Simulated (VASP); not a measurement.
Crystal: CuI (Marshite).

```
Cu I
1.0
     0.00000    3.03150    3.03150
     3.03150    0.00000    3.03150
     3.03150    3.03150    0.00000
Cu I
1 1
Direct
  0.25000 0.25000 0.25000
  0.00000 0.00000 0.00000
```

* Program: VASP 6.6.1
* Task: relaxation of cell and atoms
* Functional: PBEsol
* Potentials or basis: VASP PAW PBE potentials, release 64 (Cu, I)
* Cutoff: 600 eV
* k mesh: 8 × 8 × 8
* Occupations: gaussian, width 0.03 eV
* Spin: no spin polarisation

At the start: pressure -2.5 GPa; volume 27.86 Å³/atom.

Problem. How do energy, volume and symmetry change on relaxing?

Solution. Over 3 steps the energy falls by 13.3 meV/atom and the volume is 26.28 Å³/atom (-5.7 %); space group F-43m (No. 216, to 0.05 Å).

Step by step:
| step | energy change (eV) | largest force (eV/Å) | pressure (GPa) | volume (Å³) |
| --- | --- | --- | --- | --- |
| 1 | 0.0000 | 0.0000 | -2.46 | 55.72 |
| 2 | -0.0265 | 0.0000 | 0.23 | 52.34 |
| 3 | -0.0266 | 0.0000 | -0.06 | 52.56 |

Final structure:
```yaml
crystal:
  lattice:
    - [0.00000, 2.97300, 2.97300]
    - [2.97300, 0.00000, 2.97300]
    - [2.97300, 2.97300, 0.00000]
  atoms:
    - { symbol: Cu, position: [0.25000, 0.25000, 0.25000] }
    - { symbol: I, position: [0.00000, 0.00000, 0.00000] }
```

Caveat: the PAW data sets were made with another functional, which shifts forces and pressure a little.
